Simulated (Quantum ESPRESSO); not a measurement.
Runs of Quantum ESPRESSO 7.5 on C. The typed cell holds 4 atoms: a = 2.456 Å, b = 2.456 Å, c = 6.696 Å, α = 90.00°, β = 90.00°, γ = 120.00°. 

| task | level | potentials or basis | cell | k mesh | cutoff (eV) | smearing | ASE optimiser | gap on the mesh (eV) | pressure (GPa) | largest force (eV/Å) |
| --- | --- | --- | --- | --- | --- | --- | --- | --- | --- | --- |
| single point | vdW-DF2 | SSSP 1.3 efficiency PBE | as given | 12 × 12 × 4 | 748 | methfessel-paxton 0.05 eV | - | none | (a) | 9.91 |
| single point | PBE | PseudoDojo 0.4.1 SR PBEsol standard | as given | 12 × 12 × 4 | 1116 | gaussian 0.05 eV | - | none | 13.5 | 10.55 |
| single point | PBE | SSSP 1.3 efficiency PBE | as given | 12 × 12 × 4 | 748 | fermi-dirac 0.05 eV | - | none | (b) | 10.52 |
| relaxation of the atoms | RPBE | GBRV 1.5 LDA | atoms relaxed | 8 × 8 × 3 | 612 | cold 0.2 eV | LBFGS | 1.11 | -1.4 | 0.01 |

Alike in all rows: no spin polarisation.

Task: Fill in the values left out.

Result: (a) 17.5; (b) 13.2.

Caveats: the potentials were made for another functional, which shifts forces and pressure (some runs); so large a pressure means that the cell lies far from this level's equilibrium, or that cutoff or potentials fall short (some runs); forces of over 1 eV/Å show positions far from the minimum, so gaps and moduli don't describe the material at rest (some runs); this smearing can shift energies of a crystal with a gap (some runs); an odd mesh through Γ misses points on the zone boundary, where band edges often lie (some runs).

A gap of «none» marks a metal or a gap under the smearing width.
